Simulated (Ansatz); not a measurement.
MgTe, one cell by several methods

```
Mg Te
1.0
     4.52482    0.00000    0.00000
    -2.26241    3.91861    0.00000
     0.00000    0.00000    7.37027
Mg Te
2 2
Direct
  0.33333 0.66667 0.00000
  0.66667 0.33333 0.50000
  0.33333 0.66667 0.37000
  0.66667 0.33333 0.87000
```

Atom numbers follow the list: Mg1, Mg2, Te3, Te4.

The cell is COD entry 1538744, as deposited and not checked against the literature; nothing was relaxed. The listed cell was then made from it by scaling, straining or moving an atom.

Spin–orbit coupling is left out, though it moves levels of the heavy atoms by tenths of an eV or more.

Levels of theory: DFT, PBE, PAW with Ansatz's default frozen-core files, scalar-relativistic (Ansatz 0.2.0); DFT, PBE, all-electron LAPW, scalar-relativistic (Ansatz 0.2.0).

For PAW: a Γ-centred 9×9×5 k mesh, Fermi–Dirac smearing of 0.03 eV, cutoff 420 eV, no spin polarisation. LAPW targets a basis error of 0.5 meV/atom. The Ansatz runs share mesh, smearing and spin set-up. Plane-wave (PAW) pressures include the program's estimate of the Pulay term.

Stress and pressure are positive in compression.

The change that made this cell: volume scaled by 0.99.

PAW results:

```tsv
quantity	PAW
pressure (GPa)	2.08
stress xx (GPa)	1.66
stress zz (GPa)	2.90
force on Mg1, z (eV/Å)	-0.223
force on Te3, z (eV/Å)	0.223
band gap (eV)	2.590
```

Question: What does LAPW (all electrons) give for the same quantities?

Answer: 
| quantity | LAPW |
| --- | --- |
| pressure (GPa) | 2.08 |
| stress xx (GPa) | 1.66 |
| stress zz (GPa) | 2.91 |
| force on Mg1, z (eV/Å) | -0.223 |
| force on Te3, z (eV/Å) | 0.223 |
| band gap (eV) | 2.586 |
